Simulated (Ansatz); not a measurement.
# CoSi$_{2}$: course of a relaxation

These are results of DFT PBE, scalar-relativistic, plane waves, PAW in Ansatz 0.2.0, not measurements. Run with 420 eV cutoff, 10×10×8 k-mesh, Gaussian smearing of 0.10 eV, no spin polarisation.

What was changed: biaxial strain in the a-b plane, c and atoms relaxed: -3.0 %.

Command:

```bash
ansatz run input.yaml --threads 1 --pin off --max-ram 2560MiB --backend cpu --events-out ev --progress --plain --runs-dir out
```

Input:

```yaml
crystal:
  lattice:
    - [2.5995408866, 2.5995408866, 0.0]
    - [-2.5995408866, 2.5995408866, 0.0]
    - [0.0, 0.0, 5.4563559228]
  atoms:
    - { symbol: Co, position: [0.0, 0.0, 0.0] }
    - { symbol: Co, position: [0.5, 0.5, 0.5] }
    - { symbol: Si, position: [0.0, 0.5, 0.75] }
    - { symbol: Si, position: [0.5, 0.0, 0.75] }
    - { symbol: Si, position: [0.5, 0.0, 0.25] }
    - { symbol: Si, position: [0.0, 0.5, 0.25] }
basis:
  ecutwfc: 420
kpoints:
  mp_grid: { grid: [10, 10, 8] }
hamiltonian:
  xc: pbe
scf:
  occupations: { method: gaussian, width: 0.1 }
output:
  forces: true
  stress: true
  eigenvalues: true
relax:
  adjacent_minimum: "off"
  f_tol: 0.008
  max_steps: 40
  cell: { stress_tol: 0.015, fix: [a, b, gamma] }
```

F is the free energy. Steps run on the plane waves of an earlier cell, but the last one, and at times one on the way, on a freshly chosen basis, so a repeated geometry can differ a little in energy. The held parts of the cell keep their stress, so P needn't end at zero.

Steps:

```tsv
step	F − F(1) (eV)	largest force component (eV/Å)	V (Å³/atom)	P (GPa)
1	0.0000	0.000	12.291	8.65
2	-0.0192	0.000	12.417	6.52
3	-0.0264	0.000	12.553	4.38
4	-0.0264	0.000	12.562	4.25
5	-0.0274	0.000	12.562	4.27
6	-0.0274	0.000	12.565	4.22
7	-0.0274	0.000	12.565	4.22
```

Relaxed structure:

```
CELL_PARAMETERS angstrom
2.59954 2.59954 0.00000
-2.59954 2.59954 0.00000
0.00000 0.00000 5.57830
ATOMIC_POSITIONS crystal
Co 0.00000 0.00000 0.00000
Co 0.50000 0.50000 0.50000
Si 0.00000 0.50000 0.75000
Si 0.50000 0.00000 0.75000
Si 0.50000 0.00000 0.25000
Si 0.00000 0.50000 0.25000
```

The structure is tetragonal, space group I4/mmm (No. 139). Conventional cell: a = 3.676 Å, b = 3.676 Å, c = 5.578 Å, α = 90.00°, β = 90.00°, γ = 90.00°. Around Co (site symmetry 4/mmm) lie 8 Si at 2.31 Å. Si (site symmetry -4m2) has 4 Co at 2.31 Å and 4 Si at 2.60 Å as nearest neighbours.

The run converged. The run took 94 s on 1 thread of Arm Neoverse V2, with other jobs on the host, peak memory 0.47 GiB.